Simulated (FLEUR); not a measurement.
# Ag (Fm-3m) in FLEUR: further runs

Runs on Ag. Level: RPBE. Tasks: band structure, equation of state.

Program: FLEUR MaX-R8.1 (patched build s14). These are calculated values, not measurements. Logs are shortened: lines on timing, memory, paths and dates and some standing lists are left out, and cuts for length are marked.

### 1 The structure

Symmetry: Fm-3m, No. 225, cubic system. Conventional cell: a = 4.085 Å, b = 4.085 Å, c = 4.085 Å, α = 90.00°, β = 90.00°, γ = 90.00°. Ag (site symmetry m-3m) has 12 Ag at 2.89 Å as nearest neighbours.

### 2 Band structure, RPBE

inp.xml reads:

```xml
<?xml version="1.0" encoding="UTF-8" standalone="no"?>
<fleurInput fleurInputVersion="0.39">
   <comment>
      Ag                                                                                                  
   </comment>
   <calculationSetup>
      <cutoffs Kmax="3.8" Gmax="11.8" GmaxXC="11.8" numbands="0"/>
      <scfLoop itmax="60" minDistance="0.00001" maxIterBroyd="15" imix="Anderson" alpha="0.05" precondParam="0.0" spinf="2.0"/>
      <coreElectrons ctail="T" frcor="F" kcrel="0" coretail_lmax="0"/>
      <xcFunctional name="Rpbe" relativisticCorrections="F"/>
      <magnetism jspins="1"/>
      <soc l_soc="F" theta="0.0" phi="0.0" spav="F"/>
      <expertModes spex="0" secvar="F"/>
      <geometryOptimization l_f="F" forcealpha="1.0" forcemix="BFGS" epsdisp="0.00001" epsforce="0.00001"/>
      <ldaU l_linMix="F" mixParam="0.05" spinf="1.0"/>
   </calculationSetup>
   <cell>
      <bzIntegration valenceElectrons="19.0" mode="hist" fermiSmearingEnergy="0.00183747">
         <kPointListSelection listName="default-1"/>
         <!-- k-points included here -->
         <xi:include xmlns:xi="http://www.w3.org/2001/XInclude" href="kpts.xml"> </xi:include>
      </bzIntegration>
      <!-- symmetry operations included here -->
      <xi:include xmlns:xi="http://www.w3.org/2001/XInclude" href="sym.xml"> </xi:include>
      <bulkLattice scale="1.0">
         <bravaisMatrix>
            <row-1>    0.0000000000000000     3.8602380410266495     3.8602380410266495</row-1>
            <row-2>    3.8602380410266495     0.0000000000000000     3.8602380410266495</row-2>
            <row-3>    3.8602380410266495     3.8602380410266495     0.0000000000000000</row-3>
         </bravaisMatrix>
      </bulkLattice>
   </cell>
   <atomSpecies>
      <species name="Silver (Ag)" element="Ag" atomicNumber="47">
         <mtSphere radius="2.53" gridPoints="837" logIncrement="0.015"/>
         <atomicCutoffs lmax="10" lnonsphr="8"/>
         <electronConfig flipSpins="F">
            <coreConfig>(1s1/2) (2s1/2) (2p1/2) (2p3/2) (3s1/2) (3p1/2) (3p3/2) (3d3/2) (3d5/2)</coreConfig>
            <valenceConfig>(4s1/2) (4p1/2) (4p3/2) (5s1/2) (4d3/2) (4d5/2)</valenceConfig>
            <stateOccupation state="(5s1/2)" spinUp="0.500000" spinDown="0.500000"/>
         </electronConfig>
         <energyParameters s="5" p="5" d="4" f="4"/>
         <lo type="SCLO" l="0" n="4" eDeriv="0"/>
         <lo type="SCLO" l="1" n="4" eDeriv="0"/>
         <lo type="SCLO" l="1" n="4" eDeriv="1"/>
         <lo type="SCLO" l="2" n="4" eDeriv="2"/>
         <lo type="SCLO" l="3" n="4" eDeriv="2"/>
      </species>
   </atomSpecies>
   <atomGroups>
      <atomGroup species="Silver (Ag)">
         <relPos label="                   1">.0000000000 .0000000000 .0000000000</relPos>
         <force calculate="T" relaxXYZ="TTT"/>
      </atomGroup>
   </atomGroups>
   <output dos="F" band="F" slice="F">
      <checks vchk="F" cdinf="F"/>
      <bandDOS minEnergy="-.5*Htr" maxEnergy="0.5*Htr" sigma="0.015" storeEVData="T"/>
      <vacuumDOS vacdos="F" integ="F" star="F" nstars="0" locx1="0.0" locy1="0.0" locx2="0.0" locy2="0.0" nstm="0" tworkf="0.0"/>
      <unfoldingBand unfoldBand="F" supercellX="1" supercellY="1" supercellZ="1"/>
      <plotting iplot="0" polar="F">
         <plot TwoD="T" vec1="  1.0  0.0  0.0" vec2="  0.0  1.0  0.0" vec3="  0.0  0.0  1.0" zero="  0.0  0.0  0.0" file="plot"/>
      </plotting>
      <chargeDensitySlicing numkpt="0" minEigenval="0.0" maxEigenval="0.0" nnne="0" pallst="F"/>
      <specialOutput eonly="F"/>
      <magneticCircularDichroism mcd="F" energyLo="-10.0" energyUp="0.0"/>
   </output>
  <!-- We include the file relax.xml here to enable relaxations (see documentation) -->
  <xi:include xmlns:xi="http://www.w3.org/2001/XInclude" href="relax.xml"> <xi:fallback/> </xi:include>
</fleurInput>
```

crystal.txt reads:

```
Ag
&input cartesian=F /
0.0000000000  2.0427500000  2.0427500000
2.0427500000  0.0000000000  2.0427500000
2.0427500000  2.0427500000  0.0000000000
1.8897261246
1.0 1.0 1.0

1
47 0.0000000000  0.0000000000  0.0000000000

&kpt div1=11 div2=11 div3=11 gamma=T /
```

inp.xml (bands) reads:

```
<?xml version="1.0" encoding="UTF-8" standalone="no"?>
<fleurInput fleurInputVersion="0.39">
   <comment>
      Ag                                                                                                  
   </comment>
   <calculationSetup>
      <cutoffs Kmax="3.8" Gmax="11.8" GmaxXC="11.8" numbands="0"/>
      <scfLoop itmax="60" minDistance="0.00001" maxIterBroyd="15" imix="Anderson" alpha="0.05" precondParam="0.0" spinf="2.0"/>
      <coreElectrons ctail="T" frcor="F" kcrel="0" coretail_lmax="0"/>
      <xcFunctional name="Rpbe" relativisticCorrections="F"/>
      <magnetism jspins="1"/>
      <soc l_soc="F" theta="0.0" phi="0.0" spav="F"/>
      <expertModes spex="0" secvar="F"/>
      <geometryOptimization l_f="F" forcealpha="1.0" forcemix="BFGS" epsdisp="0.00001" epsforce="0.00001"/>
      <ldaU l_linMix="F" mixParam="0.05" spinf="1.0"/>
   </calculationSetup>
   <cell>
      <bzIntegration valenceElectrons="19.0" mode="hist" fermiSmearingEnergy="0.00183747">
         <kPointListSelection listName="path-1"/>
         <!-- k-points included here -->
         <xi:include xmlns:xi="http://www.w3.org/2001/XInclude" href="kpts.xml"> </xi:include>
      </bzIntegration>
      <!-- symmetry operations included here -->
      <xi:include xmlns:xi="http://www.w3.org/2001/XInclude" href="sym.xml"> </xi:include>
      <bulkLattice scale="1.0">
         <bravaisMatrix>
            <row-1>    0.0000000000000000     3.8602380410266495     3.8602380410266495</row-1>
            <row-2>    3.8602380410266495     0.0000000000000000     3.8602380410266495</row-2>
            <row-3>    3.8602380410266495     3.8602380410266495     0.0000000000000000</row-3>
         </bravaisMatrix>
      </bulkLattice>
   </cell>
   <atomSpecies>
      <species name="Silver (Ag)" element="Ag" atomicNumber="47">
         <mtSphere radius="2.53" gridPoints="837" logIncrement="0.015"/>
         <atomicCutoffs lmax="10" lnonsphr="8"/>
         <electronConfig flipSpins="F">
            <coreConfig>(1s1/2) (2s1/2) (2p1/2) (2p3/2) (3s1/2) (3p1/2) (3p3/2) (3d3/2) (3d5/2)</coreConfig>
            <valenceConfig>(4s1/2) (4p1/2) (4p3/2) (5s1/2) (4d3/2) (4d5/2)</valenceConfig>
            <stateOccupation state="(5s1/2)" spinUp="0.500000" spinDown="0.500000"/>
         </electronConfig>
         <energyParameters s="5" p="5" d="4" f="4"/>
         <lo type="SCLO" l="0" n="4" eDeriv="0"/>
         <lo type="SCLO" l="1" n="4" eDeriv="0"/>
         <lo type="SCLO" l="1" n="4" eDeriv="1"/>
         <lo type="SCLO" l="2" n="4" eDeriv="2"/>
         <lo type="SCLO" l="3" n="4" eDeriv="2"/>
      </species>
   </atomSpecies>
   <atomGroups>
      <atomGroup species="Silver (Ag)">
         <relPos label="                   1">.0000000000 .0000000000 .0000000000</relPos>
         <force calculate="T" relaxXYZ="TTT"/>
      </atomGroup>
   </atomGroups>
   <output dos="F" band="T" slice="F">
      <checks vchk="F" cdinf="F"/>
      <bandDOS minEnergy="-.5*Htr" maxEnergy="0.5*Htr" sigma="0.015" storeEVData="T"/>
      <vacuumDOS vacdos="F" integ="F" star="F" nstars="0" locx1="0.0" locy1="0.0" locx2="0.0" locy2="0.0" nstm="0" tworkf="0.0"/>
      <unfoldingBand unfoldBand="F" supercellX="1" supercellY="1" supercellZ="1"/>
      <plotting iplot="0" polar="F">
         <plot TwoD="T" vec1="  1.0  0.0  0.0" vec2="  0.0  1.0  0.0" vec3="  0.0  0.0  1.0" zero="  0.0  0.0  0.0" file="plot"/>
      </plotting>
      <chargeDensitySlicing numkpt="0" minEigenval="0.0" maxEigenval="0.0" nnne="0" pallst="F"/>
      <specialOutput eonly="F"/>
      <magneticCircularDichroism mcd="F" energyLo="-10.0" energyUp="0.0"/>
   </output>
  <!-- We include the file relax.xml here to enable relaxations (see documentation) -->
  <xi:include xmlns:xi="http://www.w3.org/2001/XInclude" href="relax.xml"> <xi:fallback/> </xi:include>
</fleurInput>
```

Potentials or basis: all-electron, FLAPW.

Run with:

```bash
$ inpgen -f crystal.txt -profile fastHighL
$ # inp.xml edited to the form shown
$ fleur
$ fleur   # second run, on inp.xml (bands)
```

The log of the run:

```text
Welcome to FLEUR        (www.flapw.de)
      MaX-Release 8.1          (www.max-centre.eu)

 ========== k-point set info ==========
 Selected k-point list: default-1
 k-point list type: mesh
 11 x 11 x 11
 Number of k points: 56

 ------------Calculation Setup---------------------------
 Number of OMP-threads    :            1
 Number of basis functions:          148
 Approximate size of matrices (H+S) per k-point:         0.000 GB
 --------------------------------------------------------
 Iteration:     1   Distance:      10.94656372 me/bohr^3
 Iteration:     2   Distance:       9.39508694 me/bohr^3
 Iteration:     3   Distance:       3.65953796 me/bohr^3
 Iteration:     4   Distance:       1.44826734 me/bohr^3
 Iteration:     5   Distance:       0.85206222 me/bohr^3
 Iteration:     6   Distance:       0.28227873 me/bohr^3
 Iteration:     7   Distance:       0.08896672 me/bohr^3
 Iteration:     8   Distance:       0.01094875 me/bohr^3
 Iteration:     9   Distance:       0.00684198 me/bohr^3
 Iteration:    10   Distance:       0.00085000 me/bohr^3
 Iteration:    11   Distance:       0.00025664 me/bohr^3
 Iteration:    12   Distance:       0.00002695 me/bohr^3
 Iteration:    13   Distance:       0.00000109 me/bohr^3

 ********************************************************************
 Run finished successfully
 Stop message:
   all done
 ********************************************************************
```

output (bands):

```text
Welcome to FLEUR        (www.flapw.de)
      MaX-Release 8.1          (www.max-centre.eu)

 ========== k-point set info ==========
 Selected k-point list: path-1
 k-point list type: path
 Number of k points: 60

 ------------Calculation Setup---------------------------
 Number of OMP-threads    :            1
 Number of basis functions:          148
 Approximate size of matrices (H+S) per k-point:         0.000 GB
 --------------------------------------------------------
 Fermi energy correction for insulators:
 No automatic correction of the Fermi energy has been performed.

 Note: Band structure data (together with different weights) is also stored in the banddos.hdf file.
       A convenient way of extracting and plotting the data from that file is by making use of the

 ********************************************************************
 Run finished successfully
 Stop message:
   Charge density postprocessing done.
 ********************************************************************
```

out.xml (last iteration):

```text
<iteration numberForCurrentRun="   13" overallNumber="   13">
         <energyParameters units="Htr">
            <atomicEP atomType="1" spin="1" branch="5s" branchLowest="-3.05" branchHighest="1.50" value="0.2410591419"/>
            <atomicEP atomType="1" spin="1" branch="5p" branchLowest="-1.69" branchHighest="2.15" value="0.3874438811"/>
            <atomicEP atomType="1" spin="1" branch="4d" branchLowest="-12.70" branchHighest="0.30" value="0.1813267500"/>
            <atomicEP atomType="1" spin="1" branch="4f" branchLowest="-9.99" branchHighest="2.29" value="0.6933737258"/>
            <loAtomicEP atomType="1" spin="1" branch="4s" branchLowest="-24.66" branchHighest="-3.05" value="-3.0494528625"/>
            <loAtomicEP atomType="1" spin="1" branch="4p" branchLowest="-20.01" branchHighest="-1.69" value="-1.7110420813"/>
            <loAtomicEP atomType="1" spin="1" branch="4p" branchLowest="-20.01" branchHighest="-1.69" value="-1.7110420813"/>
            <loAtomicEP atomType="1" spin="1" branch="4d" branchLowest="-12.70" branchHighest="0.30" value="0.1733243539"/>
            <loAtomicEP atomType="1" spin="1" branch="4f" branchLowest="-9.99" branchHighest="2.29" value="0.6933718544"/>
         </energyParameters>
         <eigenvalues>
            <eigenvaluesAt spin="1" ikpt="1" k_x="0.00000000" k_y="0.00000000" k_z="0.00000000">
                      -3.0500813843       -1.7034031706       -1.7034031706       -1.7034031706        0.0498387399
                       0.1581099928        0.1581099928        0.1581099928        0.1959798724        0.1959798724
                       0.9164277975        1.0511026308        1.0511026308        1.0511026308        1.2306006815
            </eigenvaluesAt>
            <eigenvaluesAt spin="1" ikpt="2" k_x="0.00000000" k_y="0.00000000" k_z="0.09090909">
                      -3.0500318989       -1.7038786329       -1.7034750105       -1.7034750105        0.0592250791
                       0.1560796333        0.1606151904        0.1606151904        0.1950956309        0.1950956309
                       0.9155934314        0.9864874901        1.0551999251        1.0551999251        1.2134795531
            </eigenvaluesAt>
            <eigenvaluesAt spin="1" ikpt="3" k_x="0.00000000" k_y="0.00000000" k_z="0.18181818">
                      -3.0498988862       -1.7051511443       -1.7036669113       -1.7036669113        0.0836080446
                       0.1548228794        0.1651076731        0.1651076731        0.1954547062        0.1954547062
                       0.8385475648        0.9489342262        1.0613739364        1.0613739364        1.1691367493
            </eigenvaluesAt>
            <eigenvaluesAt spin="1" ikpt="4" k_x="0.00000000" k_y="0.00000000" k_z="0.27272727">
                      -3.0497241558       -1.7068150433       -1.7039187184       -1.7039187184        0.1029733699
                       0.1647992951        0.1647992951        0.1764356835        0.2032332693        0.2032332693
                       0.7119654469        0.9331186888        1.0511242333        1.0511242333        1.1758649367
            </eigenvaluesAt>
         </eigenvalues>
         <bandgap value="0.0580343991" units="eV"/>
         <sumValenceSingleParticleEnergies value="-14.4069157922" units="Htr"/>
         <FermiEnergy value="0.3437710300" units="Htr"/>
         <valenceDensity>
            <mtCharges spin="1">
               <mtCharge atomType="1" total="17.8339983" s="2.4016840" p="6.2798801" d="9.1236425" f="0.0217888"/>
            </mtCharges>
            <spinDependentCharge spin="1" total="19.0000000" interstitial="1.1660017" mtSpheres="17.8339983"/>
            <totalCharge value="19.0000000000"/>
         </valenceDensity>
         <coreStates atomType="     1" atomicNumber=" 47" spin="1" kinEnergy="   5368.7310665587" eigValSum="  -3164.1953581049" lostElectrons=" 0.000000">
            <state n="1" l="0" j="0.5" energy="-929.9291163480" weight="1.0000000000"/>
            <state n="2" l="0" j="0.5" energy="-136.4923358349" weight="1.0000000000"/>
            <state n="2" l="1" j="0.5" energy="-126.7635072139" weight="1.0000000000"/>
            <state n="2" l="1" j="1.5" energy="-120.3233319429" weight="2.0000000000"/>
            <state n="3" l="0" j="0.5" energy="-24.6591670539" weight="1.0000000000"/>
            <state n="3" l="1" j="0.5" energy="-20.7954390871" weight="1.0000000000"/>
            <state n="3" l="1" j="1.5" energy="-19.6578928230" weight="2.0000000000"/>
            <state n="3" l="2" j="1.5" energy="-12.8365122444" weight="2.0000000000"/>
            <state n="3" l="2" j="2.5" energy="-12.6075464980" weight="3.0000000000"/>
         </coreStates>
         <allElectronCharges>
            <spinDependentCharge spin="1" total="47.0000000" interstitial="1.1660017" mtSpheres="45.8339983"/>
            <totalCharge value="46.9999999995"/>
         </allElectronCharges>
         <totalEnergy                                    value="    -5317.5992005212" units="Htr">
            <sumOfEigenvalues                            value="    -3178.6022738971">
               <coreElectrons value="-3164.1953581049"/>
               <valenceElectrons value="-14.4069157922"/>
            </sumOfEigenvalues>
            <densityCoulombPotentialIntegral value="-8550.1187696148"/>
            <densityEffectivePotentialIntegral value="-8744.1272102543"/>
            <chargeDenXCDenIntegral value="-149.8335006811"/>
            <FockExchangeEnergyValence value="0.0000000000"/>
            <FockExchangeEnergyCore value="0.0000000000"/>
            <atomTypeDependentContributions atomType="1">
               <electronNucleiInteractionDifferentMTs value="6439.7551933405"/>
               <MadelungTerm value="-18.4760580493"/>
            </atomTypeDependentContributions>
            <tkbTimesEntropy value="0.0000946922"/>
            <freeEnergy value="-5317.5992952133"/>
            <extrapolationTo0K value="-5317.5992478673"/>
         </totalEnergy>
         <densityConvergence units="me/bohr^3">
            <chargeDensity spin="1" distance="0.0000010945"/>
         </densityConvergence>
      </iteration>
```

It took 8.6 s on 1 thread of AMD EPYC 7B13 (Zen 3), shared host; peak memory 0.05 GiB.

Results:

| Item | Value |
| --- | --- |
| Free energy | -144699.2483 eV |
| Band gap along the path | none (metal or under the smearing width) |
| Valence electrons inside the program's atomic spheres | Ag 17.83 (radii Ag 2.53 bohr) |

Levels at the corners of the path, in eV from the Fermi level:
```tsv
point	band 6	band 7	band 8	band 9	band 10	band 11	band 12	band 13
Γ	-5.05	-5.05	-5.05	-4.02	-4.02	15.58	19.25	19.25
X	-6.55	-3.26	-3.02	-3.02	1.35	6.54	10.45	10.45
W	-5.33	-5.33	-4.01	-3.02	5.71	5.71	6.85	7.90
K	-5.84	-4.34	-3.80	-3.30	4.04	5.04	6.92	12.55
Γ	-5.05	-5.05	-5.05	-4.02	-4.02	15.58	19.25	19.25
L	-5.08	-5.08	-3.23	-3.23	-0.66	3.40	14.85	17.64
U	-5.84	-4.34	-3.80	-3.30	4.04	5.04	6.92	12.55
W	-5.33	-5.33	-4.01	-3.02	5.71	5.71	6.85	7.90
L	-5.08	-5.08	-3.23	-3.23	-0.66	3.40	14.85	17.64
K	-5.84	-4.34	-3.80	-3.30	4.04	5.04	6.92	12.55
U	-5.84	-4.34	-3.80	-3.30	4.04	5.04	6.92	12.55
X	-6.55	-3.26	-3.02	-3.02	1.35	6.54	10.45	10.45
```

Core levels (eV from the Fermi level):
```tsv
atom	levels
1 Ag	1s1/2 -25314.0, 2s1/2 -3723.5, 2p1/2 -3458.8, 2p3/2 -3283.5, 3s1/2 -680.4, 3p1/2 -575.2, 3p3/2 -544.3, 3d3/2 -358.7, 3d5/2 -352.4
```

### 3 Equation of state, RPBE, 16.03 Å³/atom (volume scaled by 0.94)

inp.xml: that of step 2 with these lines changed.

```diff
@@ -24,3 +24,3 @@
       <xi:include xmlns:xi="http://www.w3.org/2001/XInclude" href="sym.xml"> </xi:include>
-      <bulkLattice scale="1.0">
+      <bulkLattice scale="0.9795861087">
          <bravaisMatrix>
@@ -34,3 +34,3 @@
       <species name="Silver (Ag)" element="Ag" atomicNumber="47">
-         <mtSphere radius="2.53" gridPoints="837" logIncrement="0.015"/>
+         <mtSphere radius="2.48" gridPoints="837" logIncrement="0.015"/>
          <atomicCutoffs lmax="10" lnonsphr="8"/>
```

Potentials or basis: all-electron, FLAPW.

Run with:

```bash
$ inpgen -f crystal.txt -profile fastHighL
$ # inp.xml edited to the form shown
$ fleur
```

It took 7.4 s on 1 thread of AMD EPYC 7B13 (Zen 3), shared host; peak memory 0.09 GiB.

It converged, with:

```
Free energy                                           : -144699.1623 eV
Band gap on the k mesh                                : none (metal or under the smearing width)
Valence electrons inside the program's atomic spheres : Ag 17.78 (radii Ag 2.48 bohr)
```

(Part 1 of 2 ends here.)
